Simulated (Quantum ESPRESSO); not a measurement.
# GaN (P6_3mc) in Quantum ESPRESSO: further runs, part 2 of 3

Quantum ESPRESSO 7.5. Earlier steps stand in the parts before.

### 3 Phonons, PBE+D3(BJ)

pw.in

```
&CONTROL
  calculation = 'scf'
  prefix = 'pwscf'
  outdir = './tmp'
  pseudo_dir = './pseudo'
  tprnfor = .true.
  tstress = .true.
  disk_io = 'low'
/
&SYSTEM
  ibrav = 0
  nat = 4
  ntyp = 2
  ecutwfc = 84
  nbnd = 26
  occupations = 'smearing'
  smearing = 'fd'
  degauss = 0.00367493
  vdw_corr = 'grimme-d3'
  dftd3_version = 4
  dftd3_threebody = .false.
/
&ELECTRONS
  conv_thr = 8d-10
  electron_maxstep = 120
  mixing_beta = 0.5
/
ATOMIC_SPECIES
Ga    69.7230 Ga.upf
N     14.0070 N.upf
CELL_PARAMETERS angstrom
   3.1800000000    0.0000000000    0.0000000000
  -1.5900000000    2.7539607840    0.0000000000
   0.0000000000    0.0000000000    5.1660000000
ATOMIC_POSITIONS crystal
Ga     0.6666666667    0.3333333333    0.5000000000
Ga     0.3333333333    0.6666666667    0.0000000000
N      0.6666666667    0.3333333333    0.8750000000
N      0.3333333333    0.6666666667    0.3750000000
K_POINTS automatic
8 8 4 0 0 1
```

relax.in

```
&CONTROL
  calculation = 'vc-relax'
  prefix = 'pwscf'
  outdir = './tmp'
  pseudo_dir = './pseudo'
  tprnfor = .true.
  tstress = .true.
  disk_io = 'low'
  nstep = 40
  forc_conv_thr = 0.0001
  etot_conv_thr = 1d-06
/
&SYSTEM
  ibrav = 0
  nat = 4
  ntyp = 2
  ecutwfc = 84
  nbnd = 26
  occupations = 'smearing'
  smearing = 'fd'
  degauss = 0.00367493
  vdw_corr = 'grimme-d3'
  dftd3_version = 4
  dftd3_threebody = .false.
/
&ELECTRONS
  conv_thr = 8d-10
  electron_maxstep = 120
  mixing_beta = 0.5
/
&IONS
  ion_dynamics = 'bfgs'
/
&CELL
  cell_dynamics = 'bfgs'
  press = 0
  press_conv_thr = 0.2
/
ATOMIC_SPECIES
Ga    69.7230 Ga.upf
N     14.0070 N.upf
CELL_PARAMETERS angstrom
   3.1800000000    0.0000000000    0.0000000000
  -1.5900000000    2.7539607840    0.0000000000
   0.0000000000    0.0000000000    5.1660000000
ATOMIC_POSITIONS crystal
Ga     0.6666666667    0.3333333333    0.5000000000
Ga     0.3333333333    0.6666666667    0.0000000000
N      0.6666666667    0.3333333333    0.8750000000
N      0.3333333333    0.6666666667    0.3750000000
K_POINTS automatic
8 8 4 0 0 1
```

scf2.in

```
&CONTROL
  calculation = 'scf'
  prefix = 'pwscf'
  outdir = './tmp'
  pseudo_dir = './pseudo'
  tprnfor = .true.
  tstress = .true.
  disk_io = 'low'
/
&SYSTEM
  ibrav = 0
  nat = 4
  ntyp = 2
  ecutwfc = 84
  nbnd = 26
  occupations = 'fixed'
  vdw_corr = 'grimme-d3'
  dftd3_version = 4
  dftd3_threebody = .false.
/
&ELECTRONS
  conv_thr = 1d-13
  electron_maxstep = 120
  mixing_beta = 0.5
  startingpot = 'file'
  startingwfc = 'file'
/
ATOMIC_SPECIES
Ga    69.7230 Ga.upf
N     14.0070 N.upf
CELL_PARAMETERS angstrom
   3.1975313791    0.0000000000    0.0000000000
  -1.5987656896    2.7691434037    0.0000000000
   0.0000000000    0.0000000000    5.2099001307
ATOMIC_POSITIONS crystal
Ga     0.6666666667    0.3333333333    0.4991801927
Ga     0.3333333333    0.6666666667   -0.0008198073
N      0.6666666667    0.3333333333    0.8758198073
N      0.3333333333    0.6666666667    0.3758198073
K_POINTS automatic
8 8 4 0 0 1
```

d3hess.in

```
&INPUT
  prefix = 'pwscf'
  outdir = './tmp'
  step = 0.001
/
```

ph.in

```
phonons of GaN
&INPUTPH
  prefix = 'pwscf'
  outdir = './tmp'
  tr2_ph = 1d-16
  fildyn = 'dyn'
  niter_ph = 60
  alpha_mix(1) = 0.7
  epsil = .true.
/
0.0000000000 0.0000000000 0.0000000000
```

dynmat.in

```
&INPUT
  fildyn = 'dyn'
  asr = 'crystal'
  lperm = .true.
  filout = 'dynmat.disp'
  fileig = 'dynmat.eig'
/
```

dynmat_lo.in

```
&INPUT
  fildyn = 'dyn'
  asr = 'crystal'
  filout = 'dynmat_lo.disp'
  fileig = 'dynmat_lo.eig'
  q(1) = 0
  q(2) = 0
  q(3) = 1
/
```

Potentials or basis: PseudoDojo 0.4.1 SR PBE standard.

Run with:

```
OMP_NUM_THREADS=1 pw.x -in pw.in > pw.out
OMP_NUM_THREADS=1 pw.x -in relax.in > relax.out
OMP_NUM_THREADS=1 pw.x -in scf2.in > scf2.out
OMP_NUM_THREADS=1 d3hess.x -in d3hess.in > d3hess.out
OMP_NUM_THREADS=1 ph.x -in ph.in > ph.out
OMP_NUM_THREADS=1 dynmat.x -in dynmat.in > dynmat.out
OMP_NUM_THREADS=1 dynmat.x -in dynmat_lo.in > dynmat_lo.out
```

pw.out:

```text
This program is part of the open-source Quantum ESPRESSO suite
     for quantum simulation of materials; please cite
[... 9 lines left out ...]
     --------------------
     sticks:   dense  smooth     PW     G-vecs:    dense   smooth      PW
     Sum         847     847    241                31863    31863    4927

     Using Slab Decomposition

     bravais-lattice index     =            0
     lattice parameter (alat)  =       6.0093  a.u.
     unit-cell volume          =     305.3064 (a.u.)^3
     number of atoms/cell      =            4
     number of atomic types    =            2
     number of electrons       =        36.00
     number of Kohn-Sham states=           26
     kinetic-energy cutoff     =      84.0000  Ry
     charge density cutoff     =     336.0000  Ry
     scf convergence threshold =      8.0E-10
     mixing beta               =       0.5000
     number of iterations used =            8  plain     mixing
     Exchange-correlation= PBE
                           (   1   4   3   4   0   0   0)

     celldm(1)=   6.009329  celldm(2)=   0.000000  celldm(3)=   0.000000
     celldm(4)=   0.000000  celldm(5)=   0.000000  celldm(6)=   0.000000

     crystal axes: (cart. coord. in units of alat)
               a(1) = (   1.000000   0.000000   0.000000 )
               a(2) = (  -0.500000   0.866025   0.000000 )
               a(3) = (   0.000000   0.000000   1.624528 )

     reciprocal axes: (cart. coord. in units 2 pi/alat)
               b(1) = (  1.000000  0.577350 -0.000000 )
               b(2) = (  0.000000  1.154701  0.000000 )
               b(3) = (  0.000000 -0.000000  0.615563 )

     PseudoPot. # 1 for Ga read from file:
     Ga.upf
     Pseudo is Norm-conserving + core correction, Zval = 13.0
     Generated using ONCVPSP code by D. R. Hamann
     Using radial grid of 1902 points,  6 beta functions with:
                l(1) =   0
                l(2) =   0
                l(3) =   1
                l(4) =   1
                l(5) =   2
                l(6) =   2

     PseudoPot. # 2 for N  read from file:
     N.upf
     Pseudo is Norm-conserving + core correction, Zval =  5.0
     Generated using ONCVPSP code by D. R. Hamann
     Using radial grid of 1058 points,  4 beta functions with:
                l(1) =   0
                l(2) =   0
                l(3) =   1
                l(4) =   1

     atomic species   valence    mass     pseudopotential
     Ga               13.00    69.72300     Ga( 1.00)
     N                 5.00    14.00700     N ( 1.00)

     12 Sym. Ops. (no inversion) found ( 6 have fractional translation)

   Cartesian axes

     site n.     atom                  positions (alat units)
         1        Ga     tau(   1) = (   0.5000000   0.2886751   0.8122642  )
         2        Ga     tau(   2) = (  -0.0000000   0.5773503   0.0000000  )
         3        N      tau(   3) = (   0.5000000   0.2886751   1.4214623  )
         4        N      tau(   4) = (  -0.0000000   0.5773503   0.6091981  )

     --------------------------------------------
     DFT-D3 Dispersion Correction (no 3-body):
     --------------------------------------------
       Reference C6 values for interpolation:

         atom   Coordination number   C6
         N          0.000            50.54
         N          0.994            44.25
         N          2.014            39.35
         N          2.990            31.16
         Ga         0.000           967.50
         Ga         0.960           843.30
         Ga         1.931           515.75
         Ga         2.923           344.63

       Values used:

         atom   Coordination number  R0_AB[au]  C6      C8
         Ga         7.413            3.740    344.63  38742.74
         Ga         7.413            3.740    344.63  38742.74
         N          4.024            2.478     31.16    687.49
         N          4.024            2.478     31.16    687.49

         Molecular C6 ( Ry / a.u.^6 ) =      2297.03

     number of k points=    20  Fermi-Dirac smearing, width (Ry)=  0.0037
                       cart. coord. in units 2pi/alat
        k(    1) = (   0.0000000   0.0000000   0.0769454), wk =   0.0156250
        k(    2) = (   0.0000000   0.0000000   0.2308362), wk =   0.0156250
        k(    3) = (   0.0000000   0.1443376   0.0769454), wk =   0.0937500
        k(    4) = (   0.0000000   0.1443376   0.2308362), wk =   0.0937500
        k(    5) = (   0.0000000   0.2886751   0.0769454), wk =   0.0937500
        k(    6) = (   0.0000000   0.2886751   0.2308362), wk =   0.0937500
[... 12 lines left out ...]
        k(   19) = (   0.2500000   0.5773503   0.0769454), wk =   0.0937500
        k(   20) = (   0.2500000   0.5773503   0.2308362), wk =   0.0937500

     Dense  grid:    31863 G-vectors     FFT dimensions: (  36,  36,  60)

     Initial potential from superposition of free atoms

     starting charge      35.9946, renormalised to      36.0000
     Starting wfcs are   26 randomized atomic wfcs

     Self-consistent Calculation

     iteration #  1     ecut=    84.00 Ry     beta= 0.50
     Davidson diagonalization with overlap
     ethr =  1.00E-02,  avg # of iterations =  4.2

     total energy              =    -347.25204474 Ry
     estimated scf accuracy    <       1.04451750 Ry

     iteration #  2     ecut=    84.00 Ry     beta= 0.50
     Davidson diagonalization with overlap
     ethr =  2.90E-03,  avg # of iterations =  2.0

     total energy              =    -347.56269419 Ry
     estimated scf accuracy    <       0.19334444 Ry

     iteration #  3     ecut=    84.00 Ry     beta= 0.50
     Davidson diagonalization with overlap
     ethr =  5.37E-04,  avg # of iterations =  2.0

     negative rho (up, down):  1.404E-06 0.000E+00

     total energy              =    -347.59435427 Ry
     estimated scf accuracy    <       0.00700398 Ry

     iteration #  4     ecut=    84.00 Ry     beta= 0.50
     Davidson diagonalization with overlap
     ethr =  1.95E-05,  avg # of iterations =  4.2

     total energy              =    -347.59495595 Ry
     estimated scf accuracy    <       0.00139844 Ry
[... 47 lines left out ...]
     total energy              =    -347.59505116 Ry
     estimated scf accuracy    <          6.0E-09 Ry

     iteration # 12     ecut=    84.00 Ry     beta= 0.50
     Davidson diagonalization with overlap
     ethr =  7.76E-12,  avg # of iterations =  2.0

     End of self-consistent calculation

          k = 0.0000 0.0000 0.0769 (  3965 PWs)   bands (ev):

    -5.1918  -4.3544  -2.7699  -2.7612  -2.7612  -2.7036  -2.7036  -2.5103
    -2.5103  -2.4168  -2.4168  -1.2819   3.9732   9.7830   9.7830  10.2485
    10.7608  10.7608  13.2321  15.1741  19.9576  20.7904  20.7904  21.3000
    22.4637  22.4637

          k = 0.0000 0.0000 0.2308 (  3976 PWs)   bands (ev):

    -4.8736  -4.5120  -2.7519  -2.7519  -2.7277  -2.7277  -2.6194  -2.4760
    -2.4760  -2.4376  -2.4376  -2.0951   5.7811   8.1212  10.0599  10.0599
    10.4650  10.4650  14.6780  15.2816  19.4108  19.7513  21.0192  21.0192
    21.6695  21.6695
[... 36 lines left out ...]
          k = 0.0000 0.4330 0.2308 (  3978 PWs)   bands (ev):

    -4.3178  -4.2214  -2.7237  -2.6818  -2.6383  -2.5738  -2.5299  -2.4854
    -2.4412  -2.4210  -1.5716  -1.0813   4.6170   5.2382   7.9693   8.7176
     9.2983   9.3680  15.1921  16.0473  18.3767  18.9569  20.8572  21.1481
    22.3785  23.5532

          k = 0.0000-0.5774 0.0769 (  3990 PWs)   bands (ev):

    -4.3427  -4.1861  -2.7219  -2.6847  -2.5885  -2.5860  -2.5086  -2.4764
    -2.4239  -2.3936  -1.2194  -0.7022   4.2188   5.3320   6.8198   8.0901
     8.7372   9.7375  15.7842  15.9395  17.6297  19.2396  21.2486  21.3770
    22.7519  24.3570

          k = 0.0000-0.5774 0.2308 (  3960 PWs)   bands (ev):

    -4.2597  -4.1949  -2.7322  -2.6884  -2.6301  -2.5545  -2.5182  -2.4597
    -2.4209  -2.4110  -1.1009  -0.8810   4.0202   4.4909   8.2338   8.5235
     9.1986   9.2002  14.9789  15.7238  18.4704  18.8594  20.9315  21.0311
    22.3878  23.7806

          k = 0.1250 0.2165 0.0769 (  3961 PWs)   bands (ev):

    -4.8058  -4.2625  -2.7263  -2.7159  -2.6580  -2.6489  -2.5609  -2.5092
    -2.5058  -2.4707  -2.3984  -0.9505   4.5330   7.6153   8.0082   9.0110
    10.1728  10.2264  15.0287  17.0903  18.6955  18.9188  21.1567  21.3501
    21.8644  23.3668
[... 57 lines left out ...]
          k = 0.2500 0.5774 0.2308 (  3976 PWs)   bands (ev):

    -4.2043  -4.1812  -2.6823  -2.6509  -2.6408  -2.5747  -2.5039  -2.4901
    -2.4608  -2.4568  -0.7983  -0.6671   4.5193   4.7446   6.4513   7.3592
     8.8810   9.2535  16.7104  17.4809  18.1798  18.7709  19.9363  19.9623
    23.7956  24.3426

     the Fermi energy is    12.1829 ev

!    total energy              =    -347.59505116 Ry
     estimated scf accuracy    <          1.6E-10 Ry
     smearing contrib. (-TS)   =      -0.00000000 Ry
     internal energy E=F+TS    =    -347.59505116 Ry

     The total energy is F=E-TS. E is the sum of the following terms:
     one-electron contribution =    -104.36875539 Ry
     hartree contribution      =      87.16622668 Ry
     xc contribution           =     -96.31009660 Ry
     ewald contribution        =    -234.00694837 Ry
     DFT-D3 Dispersion         =      -0.07547749 Ry

     convergence has been achieved in  12 iterations

     Forces acting on atoms (cartesian axes, Ry/au):

     atom    1 type  1   force =     0.00000000   -0.00000000   -0.00533228
     atom    2 type  1   force =     0.00000000    0.00000000   -0.00533228
     atom    3 type  2   force =     0.00000000   -0.00000000    0.00533228
     atom    4 type  2   force =     0.00000000    0.00000000    0.00533228

     Total force =     0.010665     Total SCF correction =     0.000001

     Computing stress (Cartesian axis) and pressure

          total   stress  (Ry/bohr**3)                   (kbar)     P=       36.93
   0.00020153   0.00000000  -0.00000000           29.65        0.00       -0.00
   0.00000000   0.00020153  -0.00000000            0.00       29.65       -0.00
   0.00000000   0.00000000   0.00035003            0.00        0.00       51.49

=------------------------------------------------------------------------------=
   JOB DONE.
=------------------------------------------------------------------------------=
```

Wall time 27 min (1 thread of Arm Neoverse V1, shared host); peak memory 0.1 GiB.

Results:

| Property | Result |
| --- | --- |
| Free energy | -4729.2834 eV |
| Relaxed volume | 11.53 Å³/atom |
| Relaxed cell | a = 3.198 Å, b = 3.198 Å, c = 5.210 Å, α = 90.00°, β = 90.00°, γ = 120.00° |
| Space group after relaxing (to 0.05 Å) | P6_3mc (No. 186) |
| Pressure after relaxing | 0.0 GPa |
| Electronic dielectric tensor (diagonal) | 5.90, 5.90, 5.88 |
| Born charges (mean of the diagonal) | Ga +2.69; N -2.69 e |
| Highest phonon frequency at Γ, LO-TO splitting left out | 675 cm⁻¹ |
| Static dielectric tensor (diagonal) | 10.28, 10.28, 11.12 |

Step by step:
```csv
step,energy change (eV),largest force (eV/Å),pressure (GPa),volume (Å³)
1,0.0000,0.1371,3.69,45.24
2,-0.0117,0.0253,0.12,46.10
3,-0.0117,0.0121,0.00,46.13
4,-0.0117,0.0031,-0.03,46.14
5,-0.0117,0.0008,-0.02,46.13
6,-0.0117,0.0005,0.00,46.13
```

Final structure:
```yaml
crystal:
  lattice:
    - [3.19753, 0.00000, 0.00000]
    - [-1.59877, 2.76914, 0.00000]
    - [0.00000, 0.00000, 5.20990]
  atoms:
    - { symbol: Ga, position: [0.66667, 0.33333, 0.49918] }
    - { symbol: Ga, position: [0.33333, 0.66667, 0.99918] }
    - { symbol: N, position: [0.66667, 0.33333, 0.87582] }
    - { symbol: N, position: [0.33333, 0.66667, 0.37582] }
```

Phonon frequencies in cm⁻¹ (negative: imaginary):
```
              q point                                 frequencies
(0.000, 0.000, 0.000)  -5 4 4 136 136 326 518 541 541 549 549 675
```

Electronic dielectric tensor:
```
5.90 0.00 0.00
0.00 5.90 0.00
0.00 0.00 5.88
```

Born effective charge tensors (e):
atom 1, Ga
```
2.64 0.00 0.00
0.00 2.64 0.00
0.00 0.00 2.78
```
atom 2, Ga
```
2.64 0.00 0.00
0.00 2.64 0.00
0.00 0.00 2.78
```
atom 3, N
```
-2.65  0.00  0.00
 0.00 -2.65  0.00
 0.00  0.00 -2.77
```
atom 4, N
```
-2.65  0.00  0.00
 0.00 -2.65  0.00
 0.00  0.00 -2.77
```

Optical modes at Γ, degenerate ones joined, polar ones without the macroscopic field:
| cm⁻¹ | components | symmetry | active in | IR intensity, summed ((D/Å)²/amu) |
| --- | --- | --- | --- | --- |
| 136 | 2 | E2 | Raman | 0.00 |
| 326 | 1 | B1 | silent | 0.00 |
| 518 | 1 | A1 | IR and Raman | 30.46 |
| 541 | 2 | E1 | IR and Raman | 55.40 |
| 549 | 2 | E2 | Raman | 0.00 |
| 675 | 1 | B1 | silent | 0.00 |

Zone-centre frequencies without and with the macroscopic field along z (cm⁻¹):
|  | optical modes in rising order |
| --- | --- |
| without | 136 136 326 518 541 541 549 549 675 |
| with the field | 136 136 326 541 541 549 549 675 713 |

Static dielectric tensor, electrons and zone-centre modes:
```
10.28  0.00  0.00
 0.00 10.28  0.00
 0.00  0.00 11.12
```

(Part 2 of 3 ends here.)
